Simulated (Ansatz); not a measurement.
# MoS2 (P6_3/mmc) in Ansatz: a series of runs

Aim: see how the results for MoS2 move with the level of theory and the settings. Levels: revPBE, BLYP, r2SCAN. Tasks: band structure.

All numbers are computed with Ansatz 0.2.0; they aren't measurements. Logs are shortened: lines on timing, memory, paths and dates and some standing lists are left out, and cuts for length are marked.

**What was measured.**

“Multiwavelength excitation Raman Scattering Analysis of bulk and 2 dimensional MoS2: Vibrational properties of atomically thin MoS2 layers”, 2015, arxiv:1506.03228 reports, for a bulk crystal of MoS2 at 300 K: band gap 1.3 eV (indirect).

How close the calculation comes is told below.

**1. The structure**

The structure is hexagonal, space group P6_3/mmc (No. 194). Conventional cell: a = 3.169 Å, b = 3.169 Å, c = 12.324 Å, α = 90.00°, β = 90.00°, γ = 120.00°. Mo (site symmetry -6m2) has 6 S at 2.41 Å as nearest neighbours. S (site symmetry 3m) has 3 Mo at 2.41 Å as nearest neighbours.

**2. Band structure, revPBE**

input.yaml

```yaml
crystal:
  lattice:
    - [3.169, 0.0, 0.0]
    - [-1.5845, 2.7444345046, 0.0]
    - [0.0, 0.0, 12.324]
  atoms:
    - { symbol: Mo, position: [0.6666666667, 0.3333333333, 0.75] }
    - { symbol: Mo, position: [0.3333333333, 0.6666666667, 0.25] }
    - { symbol: S, position: [0.6666666667, 0.3333333333, 0.377] }
    - { symbol: S, position: [0.3333333333, 0.6666666667, 0.877] }
    - { symbol: S, position: [0.6666666667, 0.3333333333, 0.123] }
    - { symbol: S, position: [0.3333333333, 0.6666666667, 0.623] }
hamiltonian:
  xc: revpbe
  pseudopotentials: { kind: paw }
kpoints:
  mp_grid: { grid: [10, 10, 3] }
  band_path:
    path:
      - [[0.0, 0.0, 0.0], [0.5, 0.0, 0.0], [0.3333333333, 0.3333333333, 0.0], [0.0, 0.0, 0.0], [0.0, 0.0, 0.5], [0.5, 0.0, 0.5], [0.3333333333, 0.3333333333, 0.5], [0.0, 0.0, 0.5]]
      - [[0.5, 0.0, 0.5], [0.5, 0.0, 0.0]]
      - [[0.3333333333, 0.3333333333, 0.0], [0.3333333333, 0.3333333333, 0.5]]
    npoints: 14
scf:
  occupations: { method: fermi_dirac, width: 0.05 }
  n_extra_bands: 15
output:
  forces: true
  stress: true
  eigenvalues: true
  fatbands: true
```

Potentials or basis: Ansatz PAW.

Command:

```console
$ ansatz run input.yaml --threads 2 --pin off --max-ram 5632MiB --backend cpu --events-out ev --progress --plain --runs-dir out
```

Output:

```text
Warning: RAYON_NUM_THREADS=2 ignored (pool sized by the plan → 2); use --threads N
scf.n_extra_bands = 15 over 26 filled bands (N_el = 52.0): the run solves 41 bands
Engine: ansatz 0.2.0, aarch64-unknown-linux-gnu
Pseudopotentials: kind: paw
Pseudopotential: Mo, paw, valence charge 14, recommended cutoff 420 eV (normal), Mo.paw.azcp
Pseudopotential: S, paw, valence charge 6, recommended cutoff 420 eV (normal), S.paw.azcp
Functional definition: revPBE
  parameter kappa = 1.245
  parameter beta = 0.06672455060314922
  exchange = pbe_x(kappa = kappa, mu = beta*pi^2/3)
  correlation = pbe_c(beta = beta)
Crystal: 6 atoms, lattice volume = 107.183 Å³
Basis set: ecut = 420 eV, 2081 PW (Γ), exchange–correlation on 48×48×180 points (8 copies of the dense FFT grid, shifted against one another)
Bands: 41, of which v1, the nominal top of the filled ones, is band 26 counted from 1 (25 counted from 0)
Symmetry: 24 space group operations
Space group: P63/mmc (ITA 194), of the structure as read, at distance tolerance 4.8e-5 Å
k-points: 28 of 300
Non-local potential: Mo, projectors of the file, l = 0: 3, l = 1: 2, l = 2: 2, l = 3: 1
Non-local potential: S, projectors of the file, l = 0: 2, l = 1: 2, l = 2: 2
PAW form: soft (Blöchl's): semilocal exchange-correlation on the pseudo side does not see the compensation charge
PAW frozen core: Mo, regenerated for the run's functional, and the local potential with it (the file was generated under x = pbe(κ = 0.804, μ = 0.2195149727645171), c = pbe(β = 0.06672455060314922))
PAW frozen core: S, regenerated for the run's functional, and the local potential with it (the file was generated under x = pbe(κ = 0.804, μ = 0.2195149727645171), c = pbe(β = 0.06672455060314922))
PAW one-centre angular grid: Mo, 590 points (default); XC on 64 Gauss nodes
PAW one-centre angular grid: S, 110 points (default); XC on 64 Gauss nodes
Initial density: superposition of atomic densities (neutral atoms: chi_scale 0, normalization atom), corrected by the library's trained network
Initial wavefunctions: pseudopotential atomic-orbital guess
Functional: x = revpbe(κ = 1.245, μ = 0.2195149727645171), c = pbe(β = 0.06672455060314922)
SCF iter   1: F=—  HF=-13545.233548 eV  |F-HF|=—  |Δ(HF+E_count)|=         —  Δρ=5.73e-3  dr2=8.53e-3  ethr=1.77e-3  ⟨swp⟩=6.5  Hψ=5307  notcnv=0  defer=29
preconditioner: auto → Resta (q_TF=auto, 2.418 Å⁻¹)  ε∞=5.0  [insulator: Δε(μ)=0.963 eV  Ē_g=10.794 eV  σ=0.050 eV  W_gap=1.00  n_scr=26 (ndim 8)  ℏωp=21.5 eV  f_vac=0.016  D(μ)=0.00/eV (n_scr^D=0)  ε∞_Penn≈5.0]
SCF iter   2: F=—  HF=-13545.244862 eV  |F-HF|=—  |Δ(HF+E_count)|=   1.13e-2  Δρ=3.25e-3  dr2=2.83e-3  ethr=1.64e-5  ⟨swp⟩=2.0  Hψ=1871  notcnv=0  defer=152
SCF iter   3: F=—  HF=-13545.251085 eV  |F-HF|=—  |Δ(HF+E_count)|=   6.22e-3  Δρ=3.39e-4  dr2=1.07e-4  ethr=5.44e-6  ⟨swp⟩=2.0  Hψ=1499  notcnv=0  defer=152
SCF iter   4: F=—  HF=-13545.251168 eV  |F-HF|=—  |Δ(HF+E_count)|=   8.27e-5  Δρ=1.24e-4  dr2=1.80e-5  ethr=2.06e-7  ⟨swp⟩=2.4  Hψ=1554  notcnv=0  defer=152
SCF iter   5: F=—  HF=-13545.251342 eV  |F-HF|=—  |Δ(HF+E_count)|=   1.74e-4  Δρ=8.36e-5  dr2=1.37e-5  ethr=3.45e-8  ⟨swp⟩=2.0  Hψ=1456  notcnv=0  defer=152
SCF iter   6: F=—  HF=-13545.251345 eV  |F-HF|=—  |Δ(HF+E_count)|=   2.97e-6  Δρ=3.30e-5  dr2=4.32e-6  ethr=2.64e-8  ⟨swp⟩=2.0  Hψ=1352  notcnv=0  defer=152
SCF iter   7: F=—  HF=-13545.251345 eV  |F-HF|=—  |Δ(HF+E_count)|=   4.18e-7  Δρ=6.50e-6  dr2=1.23e-7  ethr=8.31e-9  ⟨swp⟩=2.0  Hψ=1330  notcnv=0  defer=152
SCF iter   8: F=-13545.251345 eV  HF=-13545.251345 eV  |F-HF|=8.27e-9  |Δ(HF+E_count)|=   1.30e-7  Δρ=1.31e-6  dr2=1.93e-9  ethr=1.92e-10  ⟨swp⟩=11.1  Hψ=5074  notcnv=0
SCF 1 converged in 8 iterations: F = -13545.251345 eV  dr2 = 1.93e-9
NSCF: frozen V_eff on 129 k-points
SCF converged after 8 iterations
Free energy (F): -13545.251345 eV
Harris-Foulkes:  -13545.251345 eV  (|F-HF|=8.27e-9)
Internal energy: -13545.251344 eV  (E = F + TS)
E sigma→0 (E₀):  -13545.251345 eV
Entropy (-TS):   -0.000002 eV (-0.000 meV/atom)
Fermi energy:    11.384559 eV
--- Per-component energies (eV) ---
  E_band       = -309.192383
  E_kinetic    = 1311.920902
  E_local      = -3920.837660  (includes V_loc(G=0)·N_el)
  E_nonlocal   = 395.700856
  E_hartree    = 1509.243446
  E_xc         = -757.935653
  E_vxc        = -809.963844  (∫ρ·V_xc dr)
  E_paw        = -8821.885644  (= ΣΔE_a)
  E_vpaw       = -304.498353  (= ΣTr[D̂ρ^β])
  E_aug_tail   = 0.000090  (compensation charges beyond the density's cutoff)
  E_ewald      = -3261.216446
  E_core_change = -0.241234  (= ΣΔE_core)
  E_smearing   = -0.000002  (= −TS)
  E_closure    = -0.000000  (closes the sum)
  Σ components = -13545.251345   (vs F -13545.251345, Δ=0.00e0)
--- Forces (eV/Å), atoms counted from 1 ---
  atom   1  Mo     0.00000000     0.00000000     0.00000000
  atom   2  Mo     0.00000000    -0.00000000     0.00000000
  atom   3  S      0.00000000    -0.00000000    -0.02094714
  atom   4  S      0.00000000     0.00000000    -0.02094714
  atom   5  S      0.00000000    -0.00000000     0.02094714
  atom   6  S      0.00000000     0.00000000     0.02094714
  max |Σ_I F_I| component: 4.86e-17 eV/Å
--- Stress (GPa, compression-positive) ---
        3.775806       0.000000      -0.000000
        0.000000       3.775806      -0.000000
        0.000000      -0.000000       4.281644
  P = ⅓ Tr σ = 3.9444 GPa (39.444 kbar)
--- Band table (eV; the first three rows and the last of 28) ---
  k-point 0: bands = ["-50.5639", "-50.5639", "-24.7082", "-24.7081", "-24.4893", "-24.4893", "-24.4892", "-24.4892", "-3.9936", "-3.7273", "-2.7819", "-2.3457", "4.1210", "5.1369", "7.5092", "7.6914", "7.6914", "7.7047", "7.7047", "8.7845", "8.7845", "8.8309", "8.8309", "9.7665", "9.8339", "10.9564", "13.0599", "13.0599", "13.0884", "13.0884", "13.2239", "13.2239", "13.3946", "13.3946", "16.5489", "16.6633", "19.0730", "19.5967", "19.6408", "20.8473", "20.8473"]
  k-point 1: bands = ["-50.5639", "-50.5639", "-24.7082", "-24.7081", "-24.4893", "-24.4893", "-24.4892", "-24.4892", "-3.9402", "-3.8109", "-2.6577", "-2.4436", "4.3246", "4.8125", "7.6946", "7.6946", "7.7013", "7.7013", "7.9781", "8.7961", "8.7961", "8.8193", "8.8193", "8.8982", "10.4697", "10.8423", "13.0616", "13.0616", "13.0732", "13.0732", "13.2744", "13.2744", "13.3571", "13.3571", "16.5824", "16.6392", "19.1937", "19.4536", "19.9358", "20.7134", "20.9375"]
  k-point 2: bands = ["-50.5601", "-50.5601", "-24.7007", "-24.7006", "-24.5272", "-24.5272", "-24.4979", "-24.4979", "-3.8434", "-3.5795", "-2.7105", "-2.2927", "4.2916", "5.3018", "7.2156", "7.3611", "7.3874", "7.8420", "7.8631", "8.2661", "8.5491", "8.6021", "8.9324", "9.8399", "9.9193", "10.6644", "12.9099", "12.9387", "12.9833", "13.0470", "13.1100", "13.2458", "13.2880", "13.3634", "17.2267", "17.3317", "19.5715", "19.6529", "20.2027", "20.6301", "20.9406"]
  k-point 27: bands = ["-50.5200", "-50.5200", "-24.7967", "-24.7967", "-24.7114", "-24.7114", "-24.6211", "-24.6211", "-1.7426", "-1.7205", "-1.6532", "-1.6317", "4.8793", "4.9533", "5.3609", "5.4376", "6.3778", "6.4446", "6.6112", "6.7146", "7.3096", "7.4831", "8.1320", "8.3262", "10.1242", "10.1988", "12.1311", "12.1665", "13.0989", "13.4997", "13.7258", "13.7638", "15.0205", "15.2008", "17.3455", "17.7776", "18.3596", "18.6141", "19.8141", "19.9419", "21.4540"]
```

Run time: 15 s. Hardware: 2 threads of Arm Neoverse V2, shared host; peak memory 0.51 GiB.

What came out:

```
Free energy             : -13545.2513 eV
Pressure                : 3.9 GPa
Largest force           : 0.021 eV/Å
Band gap on the k mesh  : 0.96 eV, indirect (least direct gap 1.87 eV)
Band gap along the path : 0.92 eV, indirect (least direct gap 1.65 eV)
```

Forces on the atoms (eV/Å):
```
Mo   0.000  0.000  0.000
Mo   0.000  0.000  0.000
S    0.000  0.000 -0.021
S    0.000  0.000 -0.021
S    0.000  0.000  0.021
S    0.000  0.000  0.021
```

Stress tensor (GPa, compression positive):
```
3.78 0.00 0.00
0.00 3.78 0.00
0.00 0.00 4.28
```

Levels at the corners of the path, in eV from the valence-band top:
```tsv
point	band 23	band 24	band 25	band 26	band 27	band 28	band 29	band 30
Γ	-2.13	-1.19	-1.12	0.00	2.10	2.10	2.13	2.13
M	-1.73	-1.53	-1.39	-1.27	1.61	1.65	2.02	2.27
K	-2.70	-2.70	-0.75	-0.60	1.06	1.06	1.89	2.85
Γ	-2.13	-1.19	-1.12	0.00	2.10	2.10	2.13	2.13
A	-2.15	-2.15	-0.26	-0.26	2.11	2.11	2.11	2.11
L	-1.63	-1.63	-1.32	-1.32	1.63	1.63	2.15	2.15
H	-2.87	-2.87	-0.68	-0.68	1.06	1.06	2.34	2.34
A	-2.15	-2.15	-0.26	-0.26	2.11	2.11	2.11	2.11
L	-1.63	-1.63	-1.32	-1.32	1.63	1.63	2.15	2.15
M	-1.73	-1.53	-1.39	-1.27	1.61	1.65	2.02	2.27
K	-2.70	-2.70	-0.75	-0.60	1.06	1.06	1.89	2.85
H	-2.87	-2.87	-0.68	-0.68	1.06	1.06	2.34	2.34
```

Caveat: this functional lacks dispersion, which binds the layers, so the pressure and a relaxed spacing across them are unreliable; the PAW data sets come from PBE, with cores solved anew for the run's functional, which leaves a small shift of forces and pressure.

**3. Band structure, BLYP**

Edit input.yaml of step 2 so:

```diff
@@ -13,3 +13,3 @@
 hamiltonian:
-  xc: revpbe
+  xc: blyp
   pseudopotentials: { kind: paw }
@@ -30,2 +30,2 @@
   eigenvalues: true
-  fatbands: true
+  fatbands: false
```

Potentials or basis: Ansatz PAW.

Command:

```console
$ ansatz run input.yaml --threads 2 --pin off --max-ram 5632MiB --backend cpu --events-out ev --progress --plain --runs-dir out
```

It took 9.9 s on 2 threads of Arm Neoverse V2, shared host; peak memory 0.51 GiB.

It converged, with:

- Free energy: -13569.3290 eV
- Pressure: 9.4 GPa
- Largest force: 0.329 eV/Å
- Band gap on the k mesh: 0.94 eV, indirect (least direct gap 1.86 eV)
- Band gap along the path: 0.90 eV, indirect (least direct gap 1.65 eV)

Forces in eV/Å, atoms in the order of the input:
```
Mo   0.000  0.000  0.000
Mo   0.000  0.000  0.000
S    0.000  0.000  0.329
S    0.000  0.000  0.329
S    0.000  0.000 -0.329
S    0.000  0.000 -0.329
```

Stress tensor (GPa, compression positive):
```
10.04  0.00  0.00
 0.00 10.04  0.00
 0.00  0.00  8.19
```

Levels at the corners of the path, in eV from the valence-band top:
```
point  band 23  band 24  band 25  band 26  band 27  band 28  band 29  band 30
    Γ    -2.13    -1.18    -1.12     0.00     2.10     2.10     2.13     2.13
    M    -1.72    -1.52    -1.30    -1.20     1.56     1.60     1.97     2.22
    K    -2.68    -2.68    -0.76    -0.61     1.04     1.04     1.88     2.79
    Γ    -2.13    -1.18    -1.12     0.00     2.10     2.10     2.13     2.13
    A    -2.15    -2.15    -0.26    -0.26     2.10     2.10     2.10     2.10
    L    -1.62    -1.62    -1.25    -1.25     1.58     1.58     2.10     2.10
    H    -2.86    -2.86    -0.70    -0.70     1.04     1.04     2.33     2.33
    A    -2.15    -2.15    -0.26    -0.26     2.10     2.10     2.10     2.10
    L    -1.62    -1.62    -1.25    -1.25     1.58     1.58     2.10     2.10
    M    -1.72    -1.52    -1.30    -1.20     1.56     1.60     1.97     2.22
    K    -2.68    -2.68    -0.76    -0.61     1.04     1.04     1.88     2.79
    H    -2.86    -2.86    -0.70    -0.70     1.04     1.04     2.33     2.33
```

Caveat: this functional lacks dispersion, which binds the layers, so the pressure and a relaxed spacing across them are unreliable; the PAW data sets come from PBE, with cores solved anew for the run's functional, which leaves a small shift of forces and pressure.

**4. Band structure, r2SCAN**

Edit input.yaml of step 3 so:

```diff
@@ -13,3 +13,3 @@
 hamiltonian:
-  xc: blyp
+  xc: r2scan
   pseudopotentials: { kind: paw }
```

Command:

```console
$ ansatz run input.yaml --threads 2 --pin off --max-ram 5632MiB --backend cpu --events-out ev --progress --plain --runs-dir out
```

Run time: 19 s. Hardware: 2 threads of Arm Neoverse V2, shared host; peak memory 0.7 GiB.

It converged, with:

```yaml
Free_energy: -13564.2825 eV
Pressure: 0.8 GPa
Largest_force: 0.244 eV/Å
Band_gap_on_the_k_mesh: 1.03 eV, indirect (least direct gap 1.98 eV)
Band_gap_along_the_path: 0.99 eV, indirect (least direct gap 1.76 eV)
```

Forces in eV/Å, atoms in the order of the input:
```
Mo   0.000  0.000  0.000
Mo   0.000  0.000  0.000
S    0.000  0.000 -0.244
S    0.000  0.000 -0.244
S    0.000  0.000  0.244
S    0.000  0.000  0.244
```

Stress tensor (GPa, compression positive):
```
 1.16  0.00  0.00
 0.00  1.16  0.00
 0.00  0.00 -0.04
```

Levels at the corners of the path, in eV from the valence-band top:
| point | band 24 | band 25 | band 26 | band 27 | band 28 | band 29 |
| --- | --- | --- | --- | --- | --- | --- |
| Γ | -1.30 | -1.18 | 0.00 | 2.24 | 2.24 | 2.27 |
| M | -1.67 | -1.45 | -1.33 | 1.70 | 1.75 | 2.10 |
| K | -2.86 | -0.81 | -0.65 | 1.11 | 1.11 | 1.98 |
| Γ | -1.30 | -1.18 | 0.00 | 2.24 | 2.24 | 2.27 |
| A | -2.29 | -0.29 | -0.29 | 2.24 | 2.24 | 2.24 |
| L | -1.77 | -1.38 | -1.38 | 1.72 | 1.72 | 2.24 |
| H | -3.05 | -0.74 | -0.74 | 1.11 | 1.11 | 2.45 |
| A | -2.29 | -0.29 | -0.29 | 2.24 | 2.24 | 2.24 |
| L | -1.77 | -1.38 | -1.38 | 1.72 | 1.72 | 2.24 |
| M | -1.67 | -1.45 | -1.33 | 1.70 | 1.75 | 2.10 |
| K | -2.86 | -0.81 | -0.65 | 1.11 | 1.11 | 1.98 |
| H | -3.05 | -0.74 | -0.74 | 1.11 | 1.11 | 2.45 |

Caveat: the PAW data sets come from PBE, with cores solved anew for the run's functional, which leaves a small shift of forces and pressure.

**5. Overview**

```tsv
level	cutoff (eV)	gap on the mesh (eV)	pressure (GPa)	largest force (eV/Å)
revPBE	420	0.96	3.9	0.02
BLYP	420	0.94	9.4	0.33
r2SCAN	500	1.03	0.8	0.24
```

Alike in all rows: task band structure; potentials or basis Ansatz PAW; no spin polarisation; cell as given; k mesh 10 × 10 × 3; smearing fermi-dirac 0.05 eV.

On the cell as given the gap runs from 0.90 eV (BLYP) to 0.99 eV (r2SCAN). The pressure there spans 0.8 GPa (r2SCAN) to 9.4 GPa (BLYP); a positive pressure means that this level wants a larger cell, a negative one a smaller.

Caveats: the PAW data sets come from PBE, with cores solved anew for the run's functional, which leaves a small shift of forces and pressure; this functional lacks dispersion, which binds the layers, so the pressure and a relaxed spacing across them are unreliable (some runs).

Absolute energies hang on the potentials; compare differences alone.

**6. How close it comes**

Step 2. Measured gap of MoS2: 1.3 eV (indirect; 300 K; “Multiwavelength excitation Raman Scattering Analysis of bulk and 2 dimensional MoS2: Vibrational properties of atomically thin MoS2 layers”, 2015, arxiv:1506.03228). This calculation gives 0.92 eV (-0.38 eV). Spin-orbit coupling on Mo is left out. The value is that of revPBE, without temperature or zero-point motion. Semilocal functionals fall short of measured gaps as a rule.

Step 3. Measured gap of MoS2: 1.3 eV (indirect; 300 K; “Multiwavelength excitation Raman Scattering Analysis of bulk and 2 dimensional MoS2: Vibrational properties of atomically thin MoS2 layers”, 2015, arxiv:1506.03228). This calculation gives 0.90 eV (-0.40 eV). Spin-orbit coupling on Mo is left out. The value is that of BLYP, without temperature or zero-point motion. Semilocal functionals fall short of measured gaps as a rule.

Step 4. Against the measured gap of MoS2, 1.3 eV (indirect; 300 K; “Multiwavelength excitation Raman Scattering Analysis of bulk and 2 dimensional MoS2: Vibrational properties of atomically thin MoS2 layers”, 2015, arxiv:1506.03228), the calculated 0.99 eV is off by -0.31 eV. Spin-orbit coupling on Mo is left out. The value is that of r2SCAN, without temperature or zero-point motion.
